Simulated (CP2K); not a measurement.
The system is HfN.

```
Hf N
1.0
     3.19047    0.00000    0.00000
     1.59523    2.76302    0.00000
     1.59523    0.92101    2.60500
Hf N
1 1
Cartesian
  0.0000 0.0000 0.0000
  3.1905 1.8420 1.3025
```

Base run:

* Program: CP2K 2026.2
* Functional: PBE
* Potentials or basis: GTH_POTENTIALS Hf GTH-PBE-q12, N GTH-PBE-q5; DZVP-MOLOPT-SR-GTH basis
* Density cutoff: 6123 eV
* k mesh: 10 × 10 × 10
* Occupations: fermi-dirac, width 0.05 eV
* Spin: no spin polarisation

Its results: band gap on the k mesh none (metal or under the smearing width); pressure 0.7 GPa.

Question: The run is repeated on the same cell with these changes: functional from PBE to r2SCAN; density cutoff from 6123 eV to 9184 eV; cutoff of the grids from 450 Ry to 675 Ry. What comes out?

Answer: Band gap on the k mesh none (metal or under the smearing width); pressure -0.6 GPa.

Caveats: spin-orbit coupling is left out, which moves the levels of the heavy elements; the basis of atomic orbitals isn't converged, which shifts pressures, moduli and gaps; the potentials were made for another functional, which shifts forces and pressure (some runs).
